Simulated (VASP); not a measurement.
# Sc (Fm-3m) in VASP: a series of runs

Runs on Sc. Level: PBE. Tasks: single point.

Everything below comes from runs of VASP 6.6.1. Logs are shortened: lines on timing, memory, paths and dates and some standing lists are left out, and cuts for length are marked.

## (1) The crystal as given

It takes space group Fm-3m (No. 225, cubic). Conventional cell: a = 4.643 Å, b = 4.643 Å, c = 4.643 Å, α = 90.00°, β = 90.00°, γ = 90.00°. Around Sc (site symmetry m-3m) lie 12 Sc at 3.28 Å.

The cell was built by a generator and needn't be a form met in nature.

## (2) Single point, PBE

INCAR

```
SYSTEM = Sc
PREC = Accurate ; ENCUT = 520
EDIFF = 1E-6 ; ISMEAR = 0
SIGMA = 0.05 ; LREAL = .FALSE.
LASPH = .TRUE. ; NELM = 80
ALGO = Fast ; ISIF = 2
LWAVE = .FALSE. ; LCHARG = .FALSE.
GGA = PE ; NBANDS = 12
```

KPOINTS

```
Automatic mesh
0
G
  16 16 16
  0 0 0
```

POSCAR

```
Sc
1.0
    0.0000000000      2.3217440067      2.3217440067
    2.3217440067      0.0000000000      2.3217440067
    2.3217440067      2.3217440067      0.0000000000
Sc
1
Direct
    0.0000000000      0.0000000000      0.0000000000
```

Potentials or basis: VASP PAW PBE potentials, release 64 (Sc_sv).

On the command line:

```console
$ cat potpaw_PBE.64/Sc_sv/POTCAR > POTCAR
$ mpirun -np 1 vasp_std > vasp.out
```

OUTCAR:

```text
SYSTEM = Sc
   PREC = Accurate
   ENCUT = 520
   EDIFF = 1E-6
   ISMEAR = 0
   LREAL = .FALSE.
   LASPH = .TRUE.
   NELM = 80
   ISIF = 2
   GGA = PE

 ion  position               nearest neighbor table
   1  0.000  0.000  0.000-

  LATTYP: Found a face centered cubic cell.
 ALAT       =     4.6434880134

  Lattice vectors:

 A1 = (   0.0000000000,   2.3217440067,   2.3217440067)
 A2 = (   2.3217440067,   0.0000000000,   2.3217440067)
 A3 = (   2.3217440067,   2.3217440067,   0.0000000000)

Analysis of symmetry for initial positions (statically):
=====================================================================
 Subroutine PRICEL returns:
 Original cell was already a primitive cell.

 Routine SETGRP: Setting up the symmetry group for a
 face centered cubic supercell.

 Subroutine GETGRP returns: Found 48 space group operations
 (whereof 48 operations were pure point group operations)
 out of a pool of 48 trial point group operations.

The static configuration has the point symmetry O_h .

Analysis of symmetry for dynamics (positions and initial velocities):
=====================================================================
 Subroutine PRICEL returns:
 Original cell was already a primitive cell.

 Routine SETGRP: Setting up the symmetry group for a
 face centered cubic supercell.

 Subroutine GETGRP returns: Found 48 space group operations
 (whereof 48 operations were pure point group operations)
 out of a pool of 48 trial point group operations.

The dynamic configuration has the point symmetry O_h .

 Subroutine INISYM returns: Found 48 space group operations
 (whereof 48 operations are pure point group operations),
 and found     1 'primitive' translations

----------------------------------------------------------------------------------------

                                     Primitive cell

  volume of cell :      25.0307

  direct lattice vectors                    reciprocal lattice vectors
     0.000000000  2.321744007  2.321744007    -0.215355353  0.215355353  0.215355353
     2.321744007  0.000000000  2.321744007     0.215355353 -0.215355353  0.215355353
     2.321744007  2.321744007  0.000000000     0.215355353  0.215355353 -0.215355353

  length of vectors
     3.283441863  3.283441863  3.283441863     0.373006413  0.373006413  0.373006413

  position of ions in fractional coordinates (direct lattice)
     0.000000000  0.000000000  0.000000000

  ion indices of the primitive-cell ions
   primitive index   ion index
[... 76 lines left out ...]
   NSW    =      0    number of steps for IOM
   IBRION =     -1    ionic relax: 0-MD 1-quasi-New 2-CG
   NFREE  =      0    steps in history (QN), initial steepest desc. (CG)
   ISIF   =      2    stress and relaxation
   ISYM   =      2    0-nonsym 1-usesym 2-fastsym
   POTIM  = 0.5000    time-step for ionic-motion
   TEBEG  =    0.0;   TEEND  =   0.0 temperature during run
   PSTRESS=    0.0 pullay stress
   NELECT =      11.0000    total number of electrons
   NUPDOWN=      -1.0000    fix difference up-down
   EMIN   =  10.00;   EMAX   =-10.00  energy-range for DOS
   EFERMI =   0.00;   METHOD = LEGACY
   ISMEAR =     0;   SIGMA  =   0.05  broadening in eV -4-tet -1-fermi 0-gaus
   EFERMI_NEDOS =   21; number of points for ismear=-14 and -15
   IALGO  =     68    algorithm
   IMIX   =      4    mixing-type and parameters
     AMIX     =   0.40;   BMIX     =  1.00
     AMIX_MAG =   1.60;   BMIX_MAG =  1.00
  volume/ion in A,a.u.               =      25.03       168.92
  Fermi-wavevector in a.u.,A,eV,Ry     =   1.244652  2.352052 21.077594  1.549159
  Thomas-Fermi vector in A             =   2.378910
   LORBIT       =      0    0 simple, 1 ext, 2 COOP (PROOUT), +10 PAW based schemes
   GGA     = PE    functional components
   LHFCALC =     F    Hartree Fock is set to
   AEXX    =    0.0000 exact exchange contribution
   IVDW    =     0    specifies the selected vdW correction
   LEPSILON=     F    determine dielectric tensor
   LRPA    =     F    only Hartree local field effects (RPA)
 non-spin polarized calculation
 RMM-DIIS sequential band-by-band and
 Gauss-broadening in eV      SIGMA  =   0.05
  energy-cutoff  :      520.00
  volume of cell :       25.03
 maximum number of plane-waves:       692
   NGX = 13   NGY = 13   NGZ = 13

 number of electron      11.0000002 magnetization

 Free energy of the ion-electron system (eV)
  ---------------------------------------------------
  ext. energy  EPLUGINS =         0.00000000
  ---------------------------------------------------
  free energy    TOTEN  =        -6.20107371 eV

  energy without entropy =       -6.19805219  energy(sigma->0) =       -6.19956295

 E-fermi :   3.6491     XC(G=0):  -9.8138

 val. band max:        3.6484761851   @ k =  -0.4375   0.3750   0.1875
 cond. band min:       3.6639847160   @ k =  -0.3125   0.2500   0.0625
 fundamental gap:      0.0155085309
 Fermi energy:         3.6491240754

 k-point     1 :       0.0000    0.0000    0.0000
  band No.  band energies     occupation
      1     -45.8259      2.00000
      2     -24.2510      2.00000
      3     -24.2510      2.00000
      4     -24.2510      2.00000
      5      -1.5106      2.00000
      6       5.2102      0.00000
      7       5.2102      0.00000
      8       5.2102      0.00000
      9       6.5579      0.00000
     10       6.5579      0.00000
     11      16.0689      0.00000
     12      19.3967      0.00000
[... 331 lines left out ...]
 k-point    24 :      -0.0625    0.0625    0.0000
  band No.  band energies     occupation
      1     -45.8205      2.00000
      2     -24.2863      2.00000
      3     -24.2614      2.00000
      4     -24.2537      2.00000
      5      -1.2519      2.00000
      6       5.0203      0.00000
      7       5.3039      0.00000
      8       5.3057      0.00000
      9       6.4273      0.00000
     10       6.5639      0.00000
     11      16.2590      0.00000
     12      17.8267      0.00000

 [... further k-points ...]
[... 5 lines left out ...]
  --------------------------------------------------------------------------------------
  -------------------------------------------------------------------------------------
  Total       -0.1389974     -0.1389974     -0.1389974     -0.0000000      0.0000000      0.0000000
  in kB       -8.8970153     -8.8970153     -8.8970153     -0.0000000      0.0000000      0.0000000
  external PRESSURE =      -8.8970153 kB  Pullay stress =       0.0000000 kB

 VOLUME and BASIS-vectors are now :
 -----------------------------------------------------------------------------
  energy-cutoff  :      520.00
  volume of cell :       25.03
      direct lattice vectors                 reciprocal lattice vectors
     0.000000000  2.321744007  2.321744007    -0.215355353  0.215355353  0.215355353
     2.321744007  0.000000000  2.321744007     0.215355353 -0.215355353  0.215355353
     2.321744007  2.321744007  0.000000000     0.215355353  0.215355353 -0.215355353

 POSITION                                       TOTAL-FORCE (eV/Angst)
 -----------------------------------------------------------------------------------
      0.00000      0.00000      0.00000         0.000000     -0.000000     -0.000000
 -----------------------------------------------------------------------------------
    total drift:                                0.000000      0.000000      0.000000

  FREE ENERGIE OF THE ION-ELECTRON SYSTEM (eV)
  ---------------------------------------------------
  free  energy   TOTEN  =        -6.2010737089 eV

  energy  without entropy=       -6.1980521928  energy(sigma->0) =       -6.19956295
```

Wall time 22 s (1 thread of Intel Xeon Platinum 8488C (Sapphire Rapids), shared host); peak memory 0.16 GiB.

What came out:

* Free energy: -6.2011 eV
* Pressure: -0.9 GPa
* Band gap on the k mesh: none (metal or under the smearing width)

Levels at points of the mesh, in eV from the Fermi level:
```
           k point  band 2  band 3  band 4  band 5  band 6  band 7  band 8  band 9
(0.00, 0.00, 0.00)  -27.90  -27.90  -27.90   -5.16    1.56    1.56    1.56    2.91
(0.50, 0.00, 0.00)  -28.27  -27.95  -27.95   -1.75    0.20    1.46    1.46    3.78
(0.50, 0.50, 0.00)  -28.25  -28.03  -28.03   -1.49   -0.60    1.86    3.78    4.00
```

## (3) Single point, PBE

This run uses another cell than the first one, of 24.63 Å³/atom, 0.984 times its volume.

INCAR

```
SYSTEM = Sc
PREC = Accurate
ENCUT = 520
EDIFF = 1E-7
ISMEAR = 0
SIGMA = 0.05
LREAL = .False.
LASPH = .True.
NELM = 100
ALGO = Normal
ISIF = 2
LWAVE = .False.
LCHARG = .True.
GGA = PE
LELF = .True.
LVHAR = .True.
NBANDS = 12
```

KPOINTS

```
Automatic mesh
0
Gamma
  16 16 16
  0 0 0
```

POSCAR

```
Sc
1.0
    0.0000000000      2.3093579249      2.3093579249
    2.3093579249      0.0000000000      2.3093579249
    2.3093579249      2.3093579249      0.0000000000
Sc
1
Direct
    0.0000000000      0.0000000000      0.0000000000
```

Potentials or basis: VASP PAW PBE potentials, release 64 (Sc_sv).

On the command line:

```console
$ cat potpaw_PBE.64/Sc_sv/POTCAR > POTCAR
$ mpirun -np 1 vasp_std > vasp.out
```

Run time: 20 s. Hardware: 1 thread of Intel Xeon Platinum 8488C (Sapphire Rapids), shared host; peak memory 0.16 GiB.

Results (log left out):

* Free energy: -6.2019 eV
* Pressure: 0.0 GPa
* Band gap on the k mesh: none (metal or under the smearing width)

Levels at points of the mesh, in eV from the Fermi level:
| k point | band 2 | band 3 | band 4 | band 5 | band 6 | band 7 | band 8 | band 9 |
| --- | --- | --- | --- | --- | --- | --- | --- | --- |
| (0.00, 0.00, 0.00) | -27.85 | -27.85 | -27.85 | -5.19 | 1.58 | 1.58 | 1.58 | 2.96 |
| (0.50, 0.00, 0.00) | -28.24 | -27.90 | -27.90 | -1.76 | 0.23 | 1.47 | 1.47 | 3.85 |
| (0.50, 0.50, 0.00) | -28.22 | -27.99 | -27.99 | -1.52 | -0.62 | 1.92 | 3.85 | 4.08 |

(Continued in part 2 of 2.)
